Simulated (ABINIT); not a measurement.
# ZrN (Fm-3m) in ABINIT: single point with HSE06

Aim: the single point of ZrN with HSE06.

Everything below comes from runs of ABINIT 10.8.3 (patched build). Logs are shortened: lines on timing, memory, paths and dates and some standing lists are left out, and cuts for length are marked. The log counts tension as positive stress, the text compression.

## (1) Starting point

Symmetry: Fm-3m, No. 225, cubic system. Conventional cell: a = 4.600 Å, b = 4.600 Å, c = 4.600 Å, α = 90.00°, β = 90.00°, γ = 90.00°. Zr (site symmetry m-3m) has 6 N at 2.30 Å as nearest neighbours. N (site symmetry m-3m) has 6 Zr at 2.30 Å as nearest neighbours.

## (2) Single point, HSE06

Contents of run.abi:

```
pp_dirpath "./"
pseudos "40_Zr_12_2.0_2.5_pbe_n_v1.0.psp8, 07_N_5_1.2_1.4_pbe_n_v1.0.psp8"

acell 3*1.0
rprim
     0.0000000000     4.3463700866     4.3463700866
     4.3463700866     0.0000000000     4.3463700866
     4.3463700866     4.3463700866     0.0000000000
ntypat 2
znucl 40 7
natom 2
typat 1 2
xcart
     4.3463700866     4.3463700866     4.3463700866
     0.0000000000     0.0000000000     0.0000000000

ecut 35.0

kptopt 1
ngkpt 8 8 8
nshiftk 1
shiftk 0.0 0.0 0.0

ixc -428
fockdownsampling 2 2 2

nband 13
occopt 3
tsmear 0.00183747

nstep 60
toldfe 1.0e-7

iomode 3
prtwf 0
prtden 0
prteig 0
prtebands 0
enunit 2
```

Potentials or basis: SPMS NC PBE v1.0.

Command:

```console
$ mpirun --bind-to none -np 4 abinit run.abi > log 2>&1
```

run.abo:

```text
.Version 10.8.3 of ABINIT
 Symmetries : space group Fm -3 m (#225); Bravais cF (face-center cubic)
================================================================================
 Values of the parameters that define the memory need of the present run
     intxc =       0    ionmov =       0      iscf =       7    lmnmax =       6
     lnmax =       6     mgfft =      36  mpssoang =       3    mqgrid =    3001
     natom =       2  nloc_mem =       1    nspden =       1   nspinor =       1
    nsppol =       1      nsym =      48    n1xccc =    2501    ntypat =       2
    occopt =       3   xclevel =       2
       mpw =        1639          nfft =       46656          nkpt =          29
================================================================================
================================================================================

--------------------------------------------------------------------------------
------------- Echo of variables that govern the present computation ------------
--------------------------------------------------------------------------------
 -outvars: echo values of preprocessed input variables --------
            acell      1.0000000000E+00  1.0000000000E+00  1.0000000000E+00 Bohr
              amu      9.12240000E+01  1.40067400E+01
             ecut      3.50000000E+01 Hartree
           enunit           2
 fockdownsampling           2       2       2
              ixc        -428
                       outvar_i_n : Printing only first  50 k-points.
         kptrlatt        8    0    0      0    8    0      0    0    8
          kptrlen      4.91735642E+01
            natom           2
            nband          13
          nbandhf          13
            ngfft          36      36      36
             nkpt          29
           nkpthf          64
            nstep          60
             nsym          48
           ntypat           2
           occopt           3
        optforces           0
        optstress           0
           prtden           0
        prtebands           0
           prteig           0
            prtwf           0
            rprim      0.0000000000E+00  4.3463700866E+00  4.3463700866E+00
                       4.3463700866E+00  0.0000000000E+00  4.3463700866E+00
                       4.3463700866E+00  4.3463700866E+00  0.0000000000E+00
          spgroup         225
           toldfe      1.00000000E-07 Hartree
           tsmear      1.83747000E-03 Hartree
            typat      1  2
          usefock           1
           xangst      2.2999999984E+00  2.2999999984E+00  2.2999999984E+00
                       0.0000000000E+00  0.0000000000E+00  0.0000000000E+00
            xcart      4.3463700866E+00  4.3463700866E+00  4.3463700866E+00
                       0.0000000000E+00  0.0000000000E+00  0.0000000000E+00
             xred      5.0000000000E-01  5.0000000000E-01  5.0000000000E-01
                       0.0000000000E+00  0.0000000000E+00  0.0000000000E+00
            znucl       40.00000    7.00000

[... 84 lines left out ...]
convergence: {deltae: -6.418E-09, res2:  6.448E-06, residm:  5.699E-05, diffor:  0.000E+00, }
etotal    :  -6.14633946E+01
entropy   :   0.00000000E+00
fermie    :   4.15173055E-01
cartesian_stress_tensor: null
pressure_GPa: null
xred      :
- [  5.0000E-01,   5.0000E-01,   5.0000E-01, Zr]
- [  0.0000E+00,   0.0000E+00,   0.0000E+00,  N]
cartesian_forces: null
force_length_stats: {min: null, max: null, mean: null, }
...

 Integrated electronic density in atomic spheres:
 ------------------------------------------------
 Atom  Sphere_radius  Integrated_density
    1        2.00000          8.36654369
    2        2.00000          5.22973142
================================================================================

 ----iterations are completed or convergence reached----

 Mean square residual over all n,k,spin=   15.354E-08; max=  56.991E-06
 reduced coordinates (array xred) for    2 atoms
       0.500000000000      0.500000000000      0.500000000000
       0.000000000000      0.000000000000      0.000000000000

 cartesian coordinates (angstrom) at end:
    1      2.29999999841887     2.29999999841887     2.29999999841887
    2      0.00000000000000     0.00000000000000     0.00000000000000
 length scales=  1.000000000000  1.000000000000  1.000000000000 bohr
              =  0.529177210544  0.529177210544  0.529177210544 angstroms
 Fermi (or HOMO) energy (hartree) =   0.41517   Average Vxc (hartree)=  -0.38109
 Eigenvalues (hartree) for nkpt=  29  k points:
 kpt#   1, nband= 13, wtk=  0.00195, kpt=  0.0000  0.0000  0.0000 (reduced coord)
  -1.55427   -0.67585   -0.67585   -0.67585   -0.27107    0.28821    0.28821    0.28821
   0.40045    0.40045    0.40045    0.48601    0.48601
      occupation numbers for kpt#   1
   2.00000    2.00000    2.00000    2.00000    2.00000    2.00000    2.00000    2.00000
   1.99934    1.99934    1.99934    0.00000    0.00000
 prteigrs : prtvol=0 or 1, do not print more k-points.

 Fermi (or HOMO) energy (eV) =  11.29743   Average Vxc (eV)= -10.37012
 Eigenvalues (   eV  ) for nkpt=  29  k points:
 kpt#   1, nband= 13, wtk=  0.00195, kpt=  0.0000  0.0000  0.0000 (reduced coord)
 -42.29392  -18.39085  -18.39085  -18.39085   -7.37611    7.84259    7.84259    7.84259
  10.89677   10.89677   10.89677   13.22489   13.22489
 prteigrs : prtvol=0 or 1, do not print more k-points.

--- !EnergyTerms
iteration_state     : {dtset: 1, }
comment             : Components of total free energy in Hartree
kinetic             :  2.09812078268181E+01
hartree             :  6.91907058014915E+00
xc                  : -1.15120976130570E+01
Ewald energy        : -5.20899980134543E+01
psp_core            :  4.01347828238077E+00
local_psp           : -2.63412424809981E+01
non_local_psp+x     : -3.43356749987222E+00
internal            : -6.14631489180335E+01
'-kT*entropy'       : -2.45671552276275E-04
total_energy        : -6.14633945895858E+01
...

--- !EnergyTermsDC
iteration_state     : {dtset: 1, }
comment             : '"Double-counting" decomposition of free energy'
band_energy         : -6.20197761467749E+00
Ewald energy        : -5.20899980134543E+01
psp_core            :  4.01347828238077E+00
xc_dc               : -7.18463547309454E+00
internal            : -6.14631328188455E+01
'-kT*entropy'       : -2.45671552276275E-04
total_energy_dc     : -6.14633784903978E+01
...

== END DATASET(S) ==============================================================
================================================================================

 -outvars: echo values of variables after computation  --------
            acell      1.0000000000E+00  1.0000000000E+00  1.0000000000E+00 Bohr
           etotal     -6.1463394590E+01
            fcart      9.9999999999E+99  9.9999999999E+99  9.9999999999E+99
                       9.9999999999E+99  9.9999999999E+99  9.9999999999E+99
            rprim      0.0000000000E+00  4.3463700866E+00  4.3463700866E+00
                       4.3463700866E+00  0.0000000000E+00  4.3463700866E+00
                       4.3463700866E+00  4.3463700866E+00  0.0000000000E+00
           strten      9.9999999999E+99  9.9999999999E+99  9.9999999999E+99
                       9.9999999999E+99  9.9999999999E+99  9.9999999999E+99
           xangst      2.2999999984E+00  2.2999999984E+00  2.2999999984E+00
                       0.0000000000E+00  0.0000000000E+00  0.0000000000E+00
             xred      5.0000000000E-01  5.0000000000E-01  5.0000000000E-01
                       0.0000000000E+00  0.0000000000E+00  0.0000000000E+00
 Calculation completed.
```

Wall time 27 min (4 MPI ranks of Arm Neoverse V2, shared host); peak memory 0.36 GiB.

Results:

* Free energy: -1672.5042 eV
* Band gap on the k mesh: none (metal or under the smearing width)
* Valence electrons inside the program's atomic spheres: Zr 8.37; N 5.23

Caveat: Libxc's HSE differs a little from that of other programs; the potentials were made for another functional, which shifts forces and pressure.
